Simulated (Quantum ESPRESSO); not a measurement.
Crystal: BN.

```
N B
1.0
     1.25112    0.72234    3.37293
    -1.25112    0.72234    3.37293
     0.00000   -1.44467    3.37293
N B
1 1
Direct
  0.66724 0.66724 0.66724
  0.00033 0.00033 0.00033
```

The cell is a database's computed one.

Base run:

* Program: Quantum ESPRESSO 7.5
* Functional: BLYP
* Potentials or basis: GBRV 1.5 PBE
* Cutoff: 612 eV
* Density cutoff: 4898 eV
* k mesh: 8 × 8 × 8, shifted
* Occupations: fermi-dirac, width 0.05 eV
* Spin: no spin polarisation

Its results: pressure 7.1 GPa; electronic dielectric tensor (diagonal) 4.66, 4.66, 2.56.

The run is repeated on the same cell with these changes: functional from BLYP to AM05. What comes out?

Pressure 1.4 GPa; electronic dielectric tensor (diagonal) 4.79, 4.79, 2.60.

AM05 binds more tightly than BLYP, so the same cell stands under less pressure.

Caveats: the potentials were made for another functional, which shifts forces and pressure; the cell is more than 3 GPa from zero pressure, which shifts response properties (some runs).
